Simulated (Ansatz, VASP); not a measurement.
Two plane-wave programs on V

File INCAR:

```
PREC     = Accurate       # precision mode
ENCUT    = 520            # plane-wave cutoff, eV
EDIFF    = 1E-6           # SCF threshold, eV
ISMEAR   = -1             # smearing method
SIGMA    = 0.1            # smearing width, eV
LREAL    = False          # projectors in reciprocal space
LASPH    = True           # aspherical terms in the spheres
NELM     = 100            # most SCF steps
ALGO     = Normal         # electronic algorithm
ISIF     = 2              # what is computed and relaxed
LWAVE    = False          # write WAVECAR
LCHARG   = False          # write CHGCAR
GGA      = PE             # functional
NBANDS   = 12             # bands
```

KPOINTS

```
regular mesh
0
Gamma
  5 5 5
```

Contents of POSCAR:

```
V
1.0
   -1.4991761207      1.4991761207      1.4991761207
    1.4991761207     -1.4991761207      1.4991761207
    1.4991761207      1.4991761207     -1.4991761207
V
1
Direct
    0.0000000000      0.0000000000      0.0000000000
```

Input for Ansatz:

```yaml
crystal:
  lattice:
    - [-1.4991761207, 1.4991761207, 1.4991761207]
    - [1.4991761207, -1.4991761207, 1.4991761207]
    - [1.4991761207, 1.4991761207, -1.4991761207]
  atoms:
    - { symbol: V, position: [0.0, 0.0, 0.0] }
hamiltonian:
  xc: pbe
  pseudopotentials:
    kind: paw
    azcp:
      V: "pseudopotentials/V.paw.azcp"
basis:
  ecutwfc: 420
  fft_grid_basis: typed
kpoints:
  mp_grid: { grid: [5, 5, 5], shift: [0, 0, 0] }
magnetization:
  spin_polarized: false
scf:
  occupations: { method: fermi_dirac, width: 0.1 }
  lower_state_search: "off"
output:
  stress: true
  write_density: true
  write_potential: true
  elf: true
  volumetric_format: npy
```

Alike in both runs: task single point; functional PBE; k mesh 5 × 5 × 5; occupations fermi-dirac, width 0.1 eV; no spin polarisation.

|  | VASP | Ansatz |
| --- | --- | --- |
| version | VASP 6.6.1 | Ansatz 0.2.0 |
| potentials or method | VASP PAW PBE potentials, release 64 (V_sv) | plane waves (420 eV) with PAW, scalar-relativistic |
| plane-wave cutoff (eV) | 520 | 420 |
| valence electrons in the cell | 13 | 13 |

|  | VASP | Ansatz | Ansatz less VASP |
| --- | --- | --- | --- |
| pressure (GPa) | 1.8 | 1.5 | -0.23 |

Caveats: the k mesh is coarse (spacing up to 0.59 Å⁻¹), so the values aren't converged.
